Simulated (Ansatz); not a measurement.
## How many bands does the GW gap of InSe (GaSe-type monolayer) need?

Aim: see how the G0W0 gap of InSe (GaSe-type monolayer) on PBE moves with empty bands and screening cutoff, and what each rung costs.

Main program and level: Ansatz 0.2.0; G0W0 on PBE, plane waves, PAW; PAW set soft_1.

## 1. The structure

The cell holds 4 atoms: 2 In and 2 Se. Its edges and angles: a = 4.085 Å, b = 4.085 Å, c = 33.900 Å, α = 90.0°, β = 90.0°, γ = 120.0°. Vacuum lies along c.

The structure was relaxed with PBE. The runs that relaxed it are not among those shown. The Coulomb interaction is cut off across the vacuum.

## 2. 210 empty bands, screening to 33 eV

G0W0 replaces the xc potential by the self-energy, built once from these orbitals. Only a window of levels is corrected, while the sums run over the empty bands that the input names. This step takes PAW set soft_1 files.

Contents of input.yaml:

```yaml
crystal:
  lattice:
    - [4.0850824946, 0.0, 0.0]
    - [-2.0425412473, 3.5377852169, 0.0]
    - [0.0, 0.0, 33.9]
  atoms:
    - { symbol: In, position: [0.3333333333, 0.6666666667, 0.5416640231] }
    - { symbol: In, position: [0.3333333333, 0.6666666667, 0.4583359769] }
    - { symbol: Se, position: [0.6666666667, 0.3333333333, 0.5792476099] }
    - { symbol: Se, position: [0.6666666667, 0.3333333333, 0.4207523901] }
  periodic: [true, true, false]
kpoints:
  mp_grid: { grid: [6, 6, 1] }
hamiltonian:
  xc: pbe
  pseudopotentials: { kind: paw, azcp: { folder: soft_1 } }
scf:
  occupations: { method: fixed }
gw:
  n_empty_bands: 210
  ecut_chi: 33.0
  qp_bands: [v2, c2]
  qp_kpoints: band_edges
  screening: { model: contour_deformation }
```

On the command line:

```bash
> ansatz run input.yaml --threads 2 --pin off --max-ram 73728MiB --backend cuda --events-out ev --progress --plain --runs-dir out --devices 1 --max-vram 13GiB
```

Numbers of over 12 decimals in the logs are rounded to 6 here.

Output:

```text
GPUs: using 1 of 1 available (devices: 1).
Engine: ansatz 0.2.0, x86_64-unknown-linux-gnu
Pseudopotentials: kind: paw
Pseudopotential: In, paw, valence charge 13, recommended cutoff 420 eV (normal), soft_1/In.paw.azcp
Pseudopotential: Se, paw, valence charge 16, recommended cutoff 420 eV (normal), soft_1/Se.paw.azcp
Functional definition: PBE
  parameter kappa = 0.804
  parameter beta = 0.066725
  exchange = pbe_x(kappa = kappa, mu = beta*pi^2/3)
  correlation = pbe_c(beta = beta)
device memory: the entry about to start is reckoned to put 3.1 GiB on a device that reports 40.5 GiB free (of which the cap on the GPU budget leaves the run 13.0 GiB)
GPU FFT provider: cuFFT
GPU libraries: cuBLAS 13.8.2, cuFFT 12.4.0, cuSOLVER 12.3.4
Crystal: 4 atoms, lattice volume = 489.928 Å³
Basis set: ecut = 420 eV, 9533 PW (Γ)
Bands: 35, of which v1, the nominal top of the filled ones, is band 29 counted from 1 (28 counted from 0)
Symmetry: 12 space group operations
Space group: P-6m2 (ITA 187), of the structure as read, at distance tolerance 7.9e-5 Å
k-points: 7 of 36 (time reversal used)
Non-local potential: In, projectors of the file, l = 0: 2, l = 1: 2, l = 2: 2, l = 3: 1
Non-local potential: Se, projectors of the file, l = 0: 2, l = 1: 2, l = 2: 3, l = 3: 1
PAW form: soft (Blöchl's): semilocal exchange-correlation on the pseudo side does not see the compensation charge
PAW one-centre angular grid: In, 590 points (default); XC on 64 Gauss nodes
PAW one-centre angular grid: Se, 590 points (default); XC on 64 Gauss nodes
Initial density: superposition of atomic densities (neutral atoms: chi_scale 0, normalization atom)
Initial wavefunctions: pseudopotential atomic-orbital guess
GPU buffer pool allocated for 216000 grid points (all kernels)
GPU transforms: local potential and band sums: pruned to the plane-wave sphere, on 27×27×225
Functional: x = pbe(κ = 0.804, μ = 0.219515), c = pbe(β = 0.066725)
SCF iter   1: F=—  HF=-22136.565390 eV  |F-HF|=—  |Δ(HF+E_count)|=         —  Δρ=1.43e-2  dr2=2.03e0  ethr=3.10e-3  ⟨swp⟩=6.6  Hψ=988  notcnv=0  defer=28
preconditioner: auto → Resta (q_TF=auto, 1.912 Å⁻¹)  ε∞=1.6  [insulator: Δε(μ)=1.507 eV  Ē_g=13.491 eV  n_scr=62 (ndim 8)  ℏωp=10.3 eV  f_vac=0.731  ε∞_Penn≈1.6  vacuum switching on, ρ_ref=1.3e-2 e/Å³]
SCF iter   2: F=—  HF=-22136.200506 eV  |F-HF|=—  |Δ(HF+E_count)|=   3.65e-1  Δρ=7.73e-3  dr2=7.54e-1  ethr=3.10e-3  ⟨swp⟩=4.6  Hψ=525  notcnv=0  defer=28
SCF iter   3: F=—  HF=-22136.103656 eV  |F-HF|=—  |Δ(HF+E_count)|=   9.69e-2  Δρ=4.37e-3  dr2=1.46e-1  ethr=1.30e-3  ⟨swp⟩=4.6  Hψ=460  notcnv=0  defer=28
SCF iter   4: F=—  HF=-22136.091879 eV  |F-HF|=—  |Δ(HF+E_count)|=   1.18e-2  Δρ=1.89e-3  dr2=2.08e-2  ethr=2.51e-4  ⟨swp⟩=3.3  Hψ=396  notcnv=0  defer=28
SCF iter   5: F=—  HF=-22136.090824 eV  |F-HF|=—  |Δ(HF+E_count)|=   1.06e-3  Δρ=4.06e-4  dr2=8.46e-4  ethr=3.58e-5  ⟨swp⟩=3.1  Hψ=366  notcnv=0  defer=28
SCF iter   6: F=—  HF=-22136.091146 eV  |F-HF|=—  |Δ(HF+E_count)|=   3.23e-4  Δρ=1.12e-4  dr2=5.29e-5  ethr=1.46e-6  ⟨swp⟩=3.6  Hψ=599  notcnv=0  defer=28
SCF iter   7: F=—  HF=-22136.091152 eV  |F-HF|=—  |Δ(HF+E_count)|=   5.81e-6  Δρ=2.72e-5  dr2=2.61e-6  ethr=9.12e-8  ⟨swp⟩=2.6  Hψ=426  notcnv=0  defer=28
SCF iter   8: F=—  HF=-22136.091155 eV  |F-HF|=—  |Δ(HF+E_count)|=   3.27e-6  Δρ=1.06e-5  dr2=5.80e-7  ethr=4.49e-9  ⟨swp⟩=2.9  Hψ=496  notcnv=0  defer=28
SCF iter   9: F=-22136.091155 eV  HF=-22136.091155 eV  |F-HF|=1.40e-8  |Δ(HF+E_count)|=   4.31e-7  Δρ=2.97e-6  dr2=2.90e-8  ethr=1.72e-10  ⟨swp⟩=18.0  Hψ=1602  notcnv=0
SCF 1 converged in 9 iterations: F = -22136.091155 eV  dr2 = 2.90e-8
  greatest PAW one-centre occupation: 1.000 electrons in one spin orbital (limit 2), on the Se atom at site 3 (counted from 0), in its partial waves of l = 2
device memory: the entry about to start is reckoned to put 4.0 GiB (of the 4.1 GiB reckoned in all, the device holds 0.1 GiB already) on a device that reports 40.4 GiB free (of which the cap on the GPU budget leaves the run 12.9 GiB)
NSCF: frozen V_eff on 7 k-points
the band table was solved once the SCF had ended and its energy, with any forces and stress, was formed, with the checks that follow a solve (1284 applications of the Hamiltonian). They found nothing against the state; the energy, forces and stress were not computed again (output.eigenvalues in the input reference)
device memory: the entry about to start is reckoned to put 3.9 GiB on a device that reports 40.5 GiB free (of which the cap on the GPU budget leaves the run 13.0 GiB)
NSCF: frozen V_eff on 7 k-points
G₀W₀ screening: q 1/7
[... further progress lines ...]
SCF converged after 9 iterations
Free energy (F): -22136.091155 eV
Harris-Foulkes:  -22136.091155 eV  (|F-HF|=1.40e-8)
Internal energy: -22136.091155 eV  (E = F + TS)
E sigma→0 (E₀):  -22136.091155 eV
Fermi energy:    -5.936626 eV
--- Per-component energies (eV) ---
  E_band       = -1634.406027
  E_kinetic    = 655.849312
  E_local      = -132205.060910  (includes V_loc(G=0)·N_el)
  E_nonlocal   = -54.302206
  E_hartree    = 65629.033511
  E_xc         = -454.584234
  E_vxc        = -357.409993  (∫ρ·V_xc dr)
  E_paw        = -12679.307049  (= ΣΔE_a)
  E_vpaw       = -931.556055  (= ΣTr[D̂ρ^β])
  E_aug_tail   = -0.000463  (compensation charges beyond the density's cutoff)
  E_ewald      = 56972.280883
  E_smearing   = -0.000000  (= −TS)
  E_closure    = 0.000000  (closes the sum)
  Σ components = -22136.091155   (vs F -22136.091155, Δ=0.00e0)
--- Band table (eV; the first three rows and the last of 7) ---
  k-point 0: bands = [... 25 lower, -6.5272, -6.4548, -6.4548, -6.0022, -4.5363, -3.3182, -1.0597 (-1.0597°), -1.0597 (-1.0597°), ... 2 higher]
  k-point 1: bands = [... 25 lower, -7.3896, -6.8175, -6.7128, -5.9366, -3.6258, -2.6144, -1.7300, -0.8432 (-0.8432°), ... 2 higher]
  k-point 2: bands = [... 25 lower, -7.6217, -7.3054, -7.1535, -6.2953, -3.4872, -3.4838, -1.4713, -1.2384, ... 2 higher]
  k-point 6: bands = [... 25 lower, -8.6751, -7.6550, -7.2109, -7.0088, -3.3397, -2.9848, -1.9244, -0.8829, ... 2 higher]
  ° read free of the cell's end (the report's vacuum.weakly_bound_levels)
--- G₀W₀: contour deformation, 6 samples at zero and on the imaginary axis and 2 off it, 36 q-points, 210 empty bands' worth ---
  eigenvalues of the whole cell's RPA ε∞ on this k-mesh (on a slab, of 1 + 4πα/V) = 1.2077, 2.7822, 2.7822; static W/v taken at q = 0 is 0.539536
  gw.qp_kpoints: band_edges: 7 of 7 stored k-points solved, in 1 pass; an edge of the gap read off the rows below is read off those points alone
    ik  band        ε_KS         Σx   Σc(E_QP)       V_xc       Z   E_QP_lin       E_QP  E_QP is
     0    28     -6.4548   -17.8006     2.0565   -15.4982  0.7388    -6.7024    -6.7007  root
     0    29     -6.0022   -15.2630     1.5731   -13.3301  0.7442    -6.3655    -6.3620  root
     0    30     -4.5363   -10.0034    -2.4045   -13.2199  0.7731    -3.7087    -3.7243  root
     0    31     -3.3182    -8.0588    -3.0814   -11.9514  0.7735    -2.4926    -2.5069  root
     1    28     -6.7128   -17.5877     2.1235   -15.1820  0.7354    -6.9973    -6.9950  root
     1    29     -5.9366   -15.5411     1.6002   -13.6012  0.7460    -6.2793    -6.2763  root
     1    30     -3.6258   -10.7541    -2.6236   -14.3535  0.7628    -2.6218    -2.6500  root
     1    31     -2.6144    -7.4602    -3.2566   -11.5105  0.7668    -1.8050    -1.8208  root
     2    28     -7.1535   -17.3106     2.2620   -14.7129  0.7285    -7.4927    -7.4891  root
     2    29     -6.2953   -15.5199     1.6470   -13.5222  0.7440    -6.6494    -6.6460  root
     2    30     -3.4872    -7.0232    -2.9562   -10.5731  0.7739    -2.8841    -2.8935  root
     2    31     -3.4838   -10.2028    -2.8464   -14.0624  0.7636    -2.4390    -2.4706  root
     3    28     -7.3470   -17.2062     2.3250   -14.5259  0.7256    -7.7066    -7.7023  root
     3    29     -6.8500   -14.8981     1.7110   -12.7607  0.7396    -7.2820    -7.2763  root
     3    30     -3.7631    -9.8641    -2.7884   -13.6256  0.7684    -2.7627    -2.7901  root
     3    31     -3.6686    -7.6207    -2.8182   -11.0119  0.7713    -3.0871    -3.0956  root
     4    28     -7.3659   -16.9653     2.2602   -14.3409  0.7251    -7.7348    -7.7300  root
     4    29     -6.0828   -15.7287     1.6425   -13.7564  0.7454    -6.4155    -6.4126  root
     4    30     -3.0913   -11.0721    -2.9015   -15.0802  0.7545    -1.9415    -1.9847  root
     4    31     -2.6749    -7.4052    -3.0998   -11.1766  0.7641    -1.9893    -2.0034  root
     5    28     -7.3396   -16.6807     2.5173   -13.7528  0.7037    -7.7529    -7.7501  root
     5    29     -6.6611   -15.2534     1.7018   -13.1645  0.7421    -7.0526    -7.0482  root
     5    30     -3.1990   -10.4784    -2.9142   -14.4709  0.7605    -2.0819    -2.1207  root
     5    31     -3.1924    -7.5813    -2.8941   -11.0536  0.7667    -2.6048    -2.6144  root
     6    28     -7.2109   -16.7726     2.5106   -13.8624  0.7072    -7.6161    -7.6104  root
     6    29     -7.0088   -14.7546     1.6347   -12.7056  0.7461    -7.4278    -7.4230  root
     6    30     -3.3397    -6.7876    -2.8959   -10.1730  0.7709    -2.8439    -2.8502  root
     6    31     -2.9848   -10.4629    -3.0250   -14.5992  0.7588    -1.8301    -1.8736  root
```

It took 14 s on 1 × NVIDIA H100 80GB HBM3 (shared by 6 runs) with 2 threads of AMD EPYC 7R13 (Zen 3), shared host; peak memory 1.5 GiB.

Numbers from this step:

```
bands summed                                 : 239
plane waves in the screening matrix          : 181
q-points in the mesh                         : 36
G0W0 gap on the mesh                         : 2.552 eV
k of the valence top                         : 0, 0.1667, 0
k of the conduction bottom                   : 0, 0, 0
starting gap on the mesh                     : 1.400 eV
Z at the valence top                         : 0.7460
Z at the conduction bottom                   : 0.7731
least direct G0W0 gap on the computed points : 2.638 eV
```

The gap on the mesh goes from 1.40 eV to 2.55 eV, a correction of +1.15 eV. Between the two edge states, bare exchange in place of the xc potential would open the gap by 5.16 eV, and correlation takes back 4.00 eV.

## 3. 596 empty bands, screening to 66 eV

Another rung: the empty bands reach about as high as the screening cutoff, so the two stay in balance.

input.yaml, as its differences from that of step 2:

```diff
@@ -19,4 +19,4 @@
 gw:
-  n_empty_bands: 210
-  ecut_chi: 33.0
+  n_empty_bands: 596
+  ecut_chi: 66.0
   qp_bands: [v2, c2]
```

Output:

```text
GPUs: using 1 of 1 available (devices: 1).
[...]
GPU FFT provider: cuFFT
GPU libraries: cuBLAS 13.8.2, cuFFT 12.4.0, cuSOLVER 12.3.4
Crystal: 4 atoms, lattice volume = 489.928 Å³
Basis set: ecut = 420 eV, 9533 PW (Γ)
Bands: 35, of which v1, the nominal top of the filled ones, is band 29 counted from 1 (28 counted from 0)
Symmetry: 12 space group operations
[...]
k-points: 7 of 36 (time reversal used)
[...]
GPU buffer pool allocated for 216000 grid points (all kernels)
[...]
SCF iter   1: F=—  HF=-22136.565390 eV  |F-HF|=—  |Δ(HF+E_count)|=         —  Δρ=1.43e-2  dr2=2.03e0  ethr=3.10e-3  ⟨swp⟩=6.6  Hψ=988  notcnv=0  defer=28
[...]
SCF iter   9: F=-22136.091155 eV  HF=-22136.091155 eV  |F-HF|=1.40e-8  |Δ(HF+E_count)|=   4.31e-7  Δρ=2.97e-6  dr2=2.90e-8  ethr=1.72e-10  ⟨swp⟩=18.0  Hψ=1602  notcnv=0
SCF 1 converged in 9 iterations: F = -22136.091155 eV  dr2 = 2.90e-8
[...]
NSCF: frozen V_eff on 7 k-points
[...]
G₀W₀ screening: q 1/7
[... further progress lines ...]
SCF converged after 9 iterations
Free energy (F): -22136.091155 eV
[...]
Internal energy: -22136.091155 eV  (E = F + TS)
E sigma→0 (E₀):  -22136.091155 eV
Fermi energy:    -5.936626 eV
[...]
--- Band table (eV; the first three rows and the last of 7) ---
  k-point 0: bands = [... 25 lower, -6.5272, -6.4548, -6.4548, -6.0022, -4.5363, -3.3182, -1.0597 (-1.0597°), -1.0597 (-1.0597°), ... 2 higher]
  k-point 1: bands = [... 25 lower, -7.3896, -6.8175, -6.7128, -5.9366, -3.6258, -2.6144, -1.7300, -0.8432 (-0.8432°), ... 2 higher]
  k-point 2: bands = [... 25 lower, -7.6217, -7.3054, -7.1535, -6.2953, -3.4872, -3.4838, -1.4713, -1.2384, ... 2 higher]
  k-point 6: bands = [... 25 lower, -8.6751, -7.6550, -7.2109, -7.0088, -3.3397, -2.9848, -1.9244, -0.8829, ... 2 higher]
  ° read free of the cell's end (the report's vacuum.weakly_bound_levels)
[...]
0    28     -6.4548   -17.8006     1.7372   -15.4982  0.7328    -7.0295    -7.0200  root
     0    29     -6.0022   -15.2630     1.2995   -13.3301  0.7389    -6.6470    -6.6355  root
     0    30     -4.5363   -10.0034    -2.6867   -13.2199  0.7689    -4.0010    -4.0065  root
     0    31     -3.3182    -8.0588    -3.3470   -11.9514  0.7715    -2.7711    -2.7727  root
     1    28     -6.7128   -17.5877     1.8143   -15.1820  0.7297    -7.3154    -7.3041  root
     1    29     -5.9366   -15.5411     1.3037   -13.6012  0.7409    -6.5841    -6.5728  root
     1    30     -3.6258   -10.7541    -2.9585   -14.3535  0.7584    -2.9748    -2.9849  root
     1    31     -2.6144    -7.4602    -3.5226   -11.5105  0.7651    -2.0803    -2.0868  root
[...]
6    28     -7.2109   -16.7726     2.2525   -13.8624  0.7015    -7.8885    -7.8686  root
     6    29     -7.0088   -14.7546     1.3261   -12.7056  0.7438    -7.7477    -7.7316  root
     6    30     -3.3397    -6.7876    -3.0560   -10.1730  0.7707    -3.0076    -3.0102  root
     6    31     -2.9848   -10.4629    -3.4138   -14.5992  0.7562    -2.2472    -2.2624  root
```

Wall time 47 s (1 × NVIDIA H100 80GB HBM3 (shared by 6 runs) with 2 threads); peak memory 2.5 GiB.

This step gave:

- bands summed: 625
- plane waves in the screening matrix: 615
- q-points in the mesh: 36
- G0W0 gap on the mesh: 2.566 eV
- k of the valence top: 0, 0.1667, 0
- k of the conduction bottom: 0, 0, 0
- starting gap on the mesh: 1.400 eV
- Z at the valence top: 0.7409
- Z at the conduction bottom: 0.7689
- least direct G0W0 gap on the computed points: 2.629 eV

Against the run with 6×6×1 mesh, 210 empty bands, screening to 33 eV, PAW set soft_1 files, the gap moves by +0.014 eV.

## 4. 1283 empty bands, screening to 110 eV

input.yaml, as its differences from that of step 3:

```diff
@@ -18,5 +18,6 @@
   occupations: { method: fixed }
+  convergence: { dr2_threshold: 1.0e-10 }
 gw:
-  n_empty_bands: 596
-  ecut_chi: 66.0
+  n_empty_bands: 1283
+  ecut_chi: 110.0
   qp_bands: [v2, c2]
```

Output:

```text
GPUs: using 1 of 1 available (devices: 1).
[...]
GPU FFT provider: cuFFT
GPU libraries: cuBLAS 13.8.2, cuFFT 12.4.0, cuSOLVER 12.3.4
Crystal: 4 atoms, lattice volume = 489.928 Å³
Basis set: ecut = 420 eV, 9533 PW (Γ)
Bands: 35, of which v1, the nominal top of the filled ones, is band 29 counted from 1 (28 counted from 0)
Symmetry: 12 space group operations
[...]
k-points: 7 of 36 (time reversal used)
[...]
1    31     -2.6144    -7.4603    -3.6609   -11.5105  0.7645    -2.2201    -2.2251  root
[...]
6    28     -7.2109   -16.7725     2.0783   -13.8624  0.6992    -8.0821    -8.0427  root
     6    29     -7.0088   -14.7545     1.1629   -12.7056  0.7427    -7.9205    -7.8948  root
     6    30     -3.3397    -6.7876    -3.1597   -10.1729  0.7700    -3.1127    -3.1140  root
     6    31     -2.9848   -10.4630    -3.6212   -14.5992  0.7545    -2.4627    -2.4699  root
[key lines of the parts left out:]
SCF converged after 12 iterations
Free energy (F): -22136.091155 eV
Fermi energy:    -5.936613 eV
```

Wall time 1.8 min (1 × NVIDIA H100 80GB HBM3 (shared by 6 runs) with 2 threads); peak memory 4.8 GiB.

Numbers from this step:

| Property | Result |
| --- | --- |
| bands summed | 1312 |
| plane waves in the screening matrix | 1317 |
| G0W0 gap on the mesh | 2.575 eV |
| k of the valence top | 0, 0.1667, 0 |
| k of the conduction bottom | 0, 0, 0 |
| starting gap on the mesh | 1.400 eV |
| least direct G0W0 gap on the computed points | 2.630 eV |

Against the run with 6×6×1 mesh, 596 empty bands, screening to 66 eV, PAW set soft_1 files, the gap moves by +0.008 eV.

(Part 1 of 2 ends here.)

[Paths, hosts, dates, memory and timing lines, banners, echoed tables and standing remarks are left out of the program output.]

[Logs are printed without paths, hosts, clocks, repeated set-up lines and the standing remarks that a program may print on its own settings, such as how far it seeks lower states.]

[Runs of the session that timed out or met a known fault of the program may be left out.]

[Cells called generated may have been cut or substituted from an entry of the Crystallography Open Database or the Materials Project.]

[Hosts, paths, dates, database ids (printed as entryN), source tags and the programs' standing remarks are cut or masked in the printed files.]
